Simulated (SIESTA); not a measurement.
Se:

```xyz
3
Lattice="4.3662 0.0000 0.0000 -2.1831 3.7812 0.0000 0.0000 0.0000 4.9536" Properties=species:S:1:pos:R:3 pbc="T T T"
Se    1.6910    2.9289    0.0000
Se   -0.4921    0.8523    3.3024
Se    0.9841    0.0000    1.6512
```

| Property | Result |
| --- | --- |
| Program | SIESTA 5.4.2 |
| Task | relaxation of cell and atoms |
| Functional | PBE |
| Potentials or basis | PseudoDojo 0.4 standard (PBE files) |
| Basis | DZP (energy shift 0.003 Ry; two zetas on semicore shells) |
| Grid cutoff | 500 Ry |
| Energy shift | 0.003 Ry |
| k mesh | 7 × 7 × 6 |
| Occupations | fermi-dirac, width 0.05 eV |
| Spin | no spin polarisation |

At the start: pressure 6.9 GPa; volume 27.26 Å³/atom.

**Question.** Where does the relaxation end?

**Answer.** Over 25 steps the energy falls by 118.0 meV/atom and the volume is 25.00 Å³/atom (-8.3 %); space group P3_121 (No. 152, to 0.05 Å).

Step by step:
```csv
step,energy change (eV),largest force (eV/Å),pressure (GPa),volume (Å³)
1,0.0000,1.6154,6.95,81.78
2,-0.2050,0.8231,2.83,82.92
3,-0.2201,0.4410,-1.92,84.75
4,-0.2479,0.2863,-0.36,84.05
5,-0.2264,0.6976,-1.09,84.47
6,-0.2688,0.1996,-0.83,84.23
7,-0.2806,0.1551,0.06,83.43
8,-0.2809,0.1155,-0.08,83.54
9,-0.2896,0.1739,-0.64,83.00
10,-0.2900,0.4099,-1.33,82.12
11,-0.2905,0.2532,-0.90,82.71
12,-0.3123,0.1777,-1.20,81.43
13,-0.3319,0.1028,-1.52,79.36
14,-0.3424,0.1377,-1.52,77.25
15,-0.3421,0.1355,-1.53,77.56
16,-0.3502,0.0768,0.26,74.57
17,-0.3516,0.0396,-0.33,75.46
18,-0.3444,0.2280,-0.14,74.87
19,-0.3528,0.0596,-0.28,75.27
20,-0.3537,0.0287,0.03,74.91
21,-0.3537,0.0265,0.00,74.94
22,-0.3531,0.0670,0.19,74.96
23,-0.3540,0.0161,0.07,74.95
24,-0.3540,0.0191,-0.03,75.05
25,-0.3541,0.0099,0.00,75.01
```

Final structure:
```
Se
1.0
     4.04209    0.01060   -0.00479
    -2.01186    3.50585    0.00479
    -0.00544    0.00314    5.28559
Se
3
Direct
  0.72941 0.72941 0.00000
  0.99940 0.27103 0.66679
  0.27103 0.99940 0.33321
```

Caveat: the basis of atomic orbitals isn't converged, which shifts pressures, moduli and gaps.
